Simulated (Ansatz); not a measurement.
A relaxation computed with Ansatz, from input to last step.

```yaml
crystal:
  lattice:
    - [3.7839455155, 0.0, 0.0]
    - [0.0, 3.7839455155, 0.0]
    - [0.0, 0.0, 5.5201475723]
  atoms:
    - { symbol: Zr, position: [0.0, 0.0, 0.0] }
    - { symbol: Zr, position: [0.5, 0.5, 0.5] }
    - { symbol: O, position: [0.0, 0.5, 0.3249293956] }
    - { symbol: O, position: [0.0, 0.5, 0.8249293956] }
    - { symbol: O, position: [0.5, 0.0, 0.6750706044] }
    - { symbol: O, position: [0.5, 0.0, 0.1750706044] }
basis:
  ecutwfc: 420
kpoints:
  mp_grid: { grid: [6, 6, 4] }
hamiltonian:
  xc: pbe
scf:
  occupations: { method: gaussian, width: 0.02 }
output:
  forces: true
  stress: true
  eigenvalues: true
relax:
  adjacent_minimum: "off"
  f_tol: 0.008
  max_steps: 40
```

```bash
ansatz run input.yaml --threads 1 --pin off --max-ram 2560MiB --backend cpu --events-out ev --progress --plain --runs-dir out
```

Computed with Ansatz 0.2.0, DFT PBE, scalar-relativistic, plane waves, PAW.

Of 4 frames 3 are shown, positions in Å and forces in eV/Å; the SCF threshold varies from step to step.

```xyz
6
Lattice="3.7839 0.0000 0.0000 0.0000 3.7839 0.0000 0.0000 0.0000 5.5201" Properties=species:S:1:pos:R:3:forces:R:3 pbc="T T T" step=1 free_energy_over_end_meV_per_atom=4.16
Zr    0.0000    0.0000    0.0000    0.0000    0.0000    0.0000
Zr    1.8920    1.8920    2.7601    0.0000    0.0000    0.0000
O     0.0000    1.8920    1.7937    0.0000    0.0000    0.2499
O     0.0000    1.8920    4.5537    0.0000    0.0000    0.2499
O     1.8920    0.0000    3.7265    0.0000    0.0000   -0.2499
O     1.8920    0.0000    0.9664    0.0000    0.0000   -0.2499
6
Lattice="3.7839 0.0000 0.0000 0.0000 3.7839 0.0000 0.0000 0.0000 5.5201" Properties=species:S:1:pos:R:3:forces:R:3 pbc="T T T" step=2 free_energy_over_end_meV_per_atom=0.70
Zr    0.0000    0.0000    0.0000    0.0000    0.0000    0.0000
Zr    1.8920    1.8920    2.7601    0.0000    0.0000    0.0000
O     0.0000    1.8920    1.8226    0.0000    0.0000    0.1059
O     0.0000    1.8920    4.5827    0.0000    0.0000    0.1059
O     1.8920    0.0000    3.6975    0.0000    0.0000   -0.1059
O     1.8920    0.0000    0.9375    0.0000    0.0000   -0.1059
6
Lattice="3.7839 0.0000 0.0000 0.0000 3.7839 0.0000 0.0000 0.0000 5.5201" Properties=species:S:1:pos:R:3:forces:R:3 pbc="T T T" step=4 free_energy_over_end_meV_per_atom=0.00
Zr    0.0000    0.0000    0.0000    0.0000    0.0000    0.0000
Zr    1.8920    1.8920    2.7601    0.0000    0.0000    0.0000
O     0.0000    1.8920    1.8437    0.0000    0.0000   -0.0069
O     0.0000    1.8920    4.6038    0.0000    0.0000   -0.0069
O     1.8920    0.0000    3.6764    0.0000    0.0000    0.0069
O     1.8920    0.0000    0.9164    0.0000    0.0000    0.0069
```

It took 6.5 s on 1 thread of Intel(R) Xeon(R) 6975P-C (Granite Rapids) (shared host), peak memory 0.44 GiB.